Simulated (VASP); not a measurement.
# Sn (Immm) in VASP: notebook

The runs below take Sn through single point, with PBE.

Everything below comes from runs of VASP 6.6.1. Logs are shortened: lines on timing, memory, paths and dates and some standing lists are left out, and cuts for length are marked.

## 1. The crystal as given

It takes space group Immm (No. 71, orthorhombic). The conventional cell has a = 3.453 Å, b = 3.551 Å, c = 4.677 Å, α = 90.00°, β = 90.00°, γ = 90.00°. Sn (site symmetry mmm) has 12 Sn at 3.41 to 3.55 Å as nearest neighbours.

This isn't the form of Sn at room conditions, which is tetragonal (white tin).

## 2. Single point, PBE

Input file INCAR:

```
SYSTEM = Sn
ADDGRID = .FALSE.
ALGO = Normal
EDIFF = 1E-7
ENCUT = 400
GGA = PE
ISIF = 2
ISMEAR = 1
LASPH = .TRUE.
LCHARG = .FALSE.
LREAL = .FALSE.
LWAVE = .FALSE.
NELM = 100
PREC = Accurate
SIGMA = 0.2
```

Input file KPOINTS:

```
k-points
0
G
  8 8 8
  0 0 0
```

Input file POSCAR:

```
Sn
1.0
   -1.6810770000      1.7214010000      2.3373330000
    1.7271670000     -1.7623000000      2.4024190000
    1.7145940000      1.7948920000     -2.3683880000
Sn
1
Direct
    0.0245380000     -0.0183670000      0.0024320000
```

Potentials or basis: VASP PAW PBE potentials, release 64 (Sn).

Command:

```
cat potpaw_PBE.64/Sn/POTCAR > POTCAR
mpirun -np 1 vasp_std > vasp.out
```

OUTCAR:

```text
SYSTEM = Sn
   EDIFF = 1E-7
   ENCUT = 400
   GGA = PE
   ISIF = 2
   ISMEAR = 1
   LASPH = .TRUE.
   LREAL = .FALSE.
   NELM = 100
   PREC = Accurate

 Found    260 irreducible k-points:

 Following reciprocal coordinates:
            Coordinates               Weight
  0.000000  0.000000  0.000000      1.000000
  0.125000  0.000000  0.000000      2.000000
  0.250000  0.000000  0.000000      2.000000
  0.375000  0.000000  0.000000      2.000000
  0.500000  0.000000  0.000000      1.000000
  0.000000  0.125000 -0.000000      2.000000
   k-points           NKPTS =    260   k-points in BZ     NKDIM =    260   number of bands    NBANDS=      6
   number of dos      NEDOS =    301   number of ions     NIONS =      1
   total plane-waves  NPLWV =  13824
   dimension x,y,z NGX =    24 NGY =   24 NGZ =   24
   dimension x,y,z NGXF=    48 NGYF=   48 NGZF=   48
   ions per type =               1
   NGX,Y,Z   is equivalent  to a cutoff of  11.89, 11.59, 11.63 a.u.
   NGXF,Y,Z  is equivalent  to a cutoff of  23.79, 23.17, 23.26 a.u.
 SYSTEM =  Sn
   PREC   = accura    normal or accurate (medium, high low for compatibility)
   ISTART =      0    job   : 0-new  1-cont  2-samecut
   ICHARG =      2    charge: 1-file 2-atom 10-const
   ISPIN  =      1    spin polarized calculation?
   LNONCOLLINEAR =      F non collinear calculations
   LSORBIT =      F    spin-orbit coupling
   LASPH  =      T    aspherical Exc in radial PAW
   ENCUT  =  400.0 eV  29.40 Ry    5.42 a.u.   5.47  5.62  5.59*2*pi/ulx,y,z
   NELM   =    100;   NELMIN=  2; NELMDL= -5     # of ELM steps
   EDIFF  = 0.1E-06   stopping-criterion for ELM
   LREAL  =      F    real-space projection
   EDIFFG = 0.1E-05   stopping-criterion for IOM
   NSW    =      0    number of steps for IOM
   IBRION =     -1    ionic relax: 0-MD 1-quasi-New 2-CG
   NFREE  =      0    steps in history (QN), initial steepest desc. (CG)
   ISIF   =      2    stress and relaxation
   ISYM   =      2    0-nonsym 1-usesym 2-fastsym
   POTIM  = 0.5000    time-step for ionic-motion
   TEBEG  =    0.0;   TEEND  =   0.0 temperature during run
   PSTRESS=    0.0 pullay stress
   NELECT =       4.0000    total number of electrons
   NUPDOWN=      -1.0000    fix difference up-down
   EMIN   =  10.00;   EMAX   =-10.00  energy-range for DOS
   EFERMI =   0.00;   METHOD = LEGACY
   ISMEAR =     1;   SIGMA  =   0.20  broadening in eV -4-tet -1-fermi 0-gaus
   EFERMI_NEDOS =   21; number of points for ismear=-14 and -15
   IALGO  =     38    algorithm
   IMIX   =      4    mixing-type and parameters
     AMIX     =   0.40;   BMIX     =  1.00
     AMIX_MAG =   1.60;   BMIX_MAG =  1.00
  volume/ion in A,a.u.               =      28.67       193.50
  Fermi-wavevector in a.u.,A,eV,Ry     =   0.849055  1.604482  9.808370  0.720895
  Thomas-Fermi vector in A             =   1.964816
   LORBIT       =      0    0 simple, 1 ext, 2 COOP (PROOUT), +10 PAW based schemes
   GGA     = PE    functional components
   LHFCALC =     F    Hartree Fock is set to
   AEXX    =    0.0000 exact exchange contribution
   IVDW    =     0    specifies the selected vdW correction
   LEPSILON=     F    determine dielectric tensor
   LRPA    =     F    only Hartree local field effects (RPA)
 non-spin polarized calculation
 Methfessel and Paxton  Order N= 1 SIGMA  =   0.20
  energy-cutoff  :      400.00
  volume of cell :       28.67
 maximum number of plane-waves:       535
 NGX is ok and might be reduce to    24
   NGX = 11   NGY = 11   NGZ = 11

 number of electron       4.0000000 magnetization

 Free energy of the ion-electron system (eV)
  ---------------------------------------------------
  ext. energy  EPLUGINS =         0.00000000
  ---------------------------------------------------
  free energy    TOTEN  =        -3.78488266 eV

  energy without entropy =       -3.78441677  energy(sigma->0) =       -3.78472737

 E-fermi :   5.0362     XC(G=0):  -9.9666

 val. band max:        5.0197637430   @ k =   0.2500   0.2500   0.0000
 cond. band min:       5.0390123738   @ k =   0.5000   0.0000   0.2500
 fundamental gap:      0.0192486308
 Fermi energy:         5.0361681895

 k-point     1 :       0.0000    0.0000    0.0000
  band No.  band energies     occupation
      1      -5.8273      2.00000
      2      11.8340      0.00000
      3      12.2039      0.00000
      4      12.5651      0.00000
      5      15.5959      0.00000
      6      15.7601      0.00000

 k-point     2 :       0.1250    0.0000    0.0000
  band No.  band energies     occupation
      1      -5.5181      2.00000
      2       9.6694      0.00000
      3      11.5639      0.00000
      4      11.9406      0.00000
      5      14.6321      0.00000
      6      16.4790      0.00000

 k-point     3 :       0.2500    0.0000    0.0000
  band No.  band energies     occupation
      1      -4.5954      2.00000
      2       5.8823     -0.00000
      3      11.0374      0.00000
      4      11.1079      0.00000
      5      14.2311      0.00000
      6      16.1829      0.00000

 k-point     4 :       0.3750    0.0000    0.0000
  band No.  band energies     occupation
      1      -3.1077      2.00000
      2       2.5442      2.00000
      3      10.4124      0.00000
      4      10.7558      0.00000
      5      14.2299      0.00000
      6      15.2622      0.00000

 k-point     5 :       0.5000    0.0000    0.0000
  band No.  band energies     occupation
      1      -1.7686      2.00000
      2       0.5742      2.00000
      3      10.1802      0.00000
      4      10.6472      0.00000
      5      14.4551      0.00000
      6      14.8945      0.00000

 k-point     6 :       0.0000    0.1250   -0.0000
  band No.  band energies     occupation
      1      -5.5212      2.00000
      2       9.5500      0.00000
      3      11.4833      0.00000
      4      12.1138      0.00000
      5      14.7048      0.00000
      6      16.4534      0.00000

 [... further k-points ...]

------------------------ aborting loop because EDIFF is reached ----------------------------------------

  FORCE on cell =-STRESS in cart. coord.  units (eV):
  Direction    XX          YY          ZZ          XY          YZ          ZX
  --------------------------------------------------------------------------------------
  -------------------------------------------------------------------------------------
  Total       -0.2293314     -0.1584617     -0.2952262     -0.0540447      0.0366416      0.0396649
  in kB      -12.8143756     -8.8543846    -16.4963868     -3.0198600      2.0474271      2.2163629
  external PRESSURE =     -12.7217156 kB  Pullay stress =       0.0000000 kB

 VOLUME and BASIS-vectors are now :
 -----------------------------------------------------------------------------
  energy-cutoff  :      400.00
  volume of cell :       28.67
      direct lattice vectors                 reciprocal lattice vectors
    -1.681077000  1.721401000  2.337333000    -0.004822354  0.286321943  0.213499049
     1.727167000 -1.762300000  2.402419000     0.288499269 -0.000911461  0.208168231
     1.714594000  1.794892000 -2.368388000     0.287885548  0.281643047 -0.000369160

 POSITION                                       TOTAL-FORCE (eV/Angst)
 -----------------------------------------------------------------------------------
      1.65836     -1.68333      2.40989         0.000000      0.000000      0.000000
 -----------------------------------------------------------------------------------
    total drift:                               -0.000000      0.000000      0.000000

  FREE ENERGIE OF THE ION-ELECTRON SYSTEM (eV)
  ---------------------------------------------------
  free  energy   TOTEN  =        -3.7848826630 eV

  energy  without entropy=       -3.7844167736  energy(sigma->0) =       -3.78472737
```

Wall time 9.7 s (1 thread of Intel Xeon 6975P-C (Granite Rapids), shared host); peak memory 0.15 GiB.

The run converged, but some of its settings lie outside the range that counts as converged, so its numbers aren't taken as properties of the crystal.

Results:

```yaml
Free_energy: -3.7849 eV
Pressure: -1.3 GPa
Band_gap_on_the_k_mesh: none (metal or under the smearing width)
```

## 3. Single point, PBE

Edit INCAR of step 2 so:

```diff
@@ -4,3 +4,3 @@
 EDIFF = 1E-7
-ENCUT = 400
+ENCUT = 450
 GGA = PE
```

KPOINTS is that of step 2.

Input file POSCAR:

```
Sn
1.0
   -1.7265390000      1.7755470000      2.3383420000
    1.7265390000     -1.7755470000      2.3383420000
    1.7265390000      1.7755470000     -2.3383420000
Sn
1
Direct
    0.0000000000      0.0000000000      0.0000000000
```

Potentials or basis: VASP PAW PBE potentials, release 64 (Sn).

Command:

```
cat potpaw_PBE.64/Sn/POTCAR > POTCAR
mpirun -np 1 vasp_std > vasp.out
```

Run time: 5.7 s. Hardware: 1 thread of Intel Xeon 6975P-C (Granite Rapids), shared host; peak memory 0.14 GiB.

These settings aren't checked as converged: the numbers below hold their error.

Results:

```yaml
Free_energy: -3.7876 eV
Pressure: -1.4 GPa
Band_gap_on_the_k_mesh: none (metal or under the smearing width)
```

## 4. Single point, PBE

INCAR is that of step 3.

KPOINTS is that of step 3.

Input file POSCAR:

```
Sn
1.0
   -1.6810770000      1.7214010000      2.3373330000
    1.7271670000     -1.7623000000      2.4024190000
    1.7145940000      1.7948920000     -2.3683880000
Sn
1
Direct
    0.0245380000     -0.0183670000      0.0024320000
```

Command:

```
cat potpaw_PBE.64/Sn/POTCAR > POTCAR
mpirun -np 1 vasp_std > vasp.out
```

It took 9.6 s on 1 thread of Intel Xeon 6975P-C (Granite Rapids), shared host; peak memory 0.16 GiB.

These settings aren't checked as converged: the numbers below hold their error.

Results:

| Quantity | Value |
| --- | --- |
| Free energy | -3.7849 eV |
| Pressure | -1.3 GPa |
| Band gap on the k mesh | none (metal or under the smearing width) |

## 5. The reference run

An earlier run on the cell as given: functional PBE; potentials or basis VASP PAW PBE potentials, release 64 (Sn_d); cutoff 520 eV; k mesh 11 × 11 × 11; occupations fermi-dirac, width 0.05 eV; no spin polarisation.

* Pressure: -1.1 GPa
* Band gap on the k mesh: none (metal or under the smearing width)
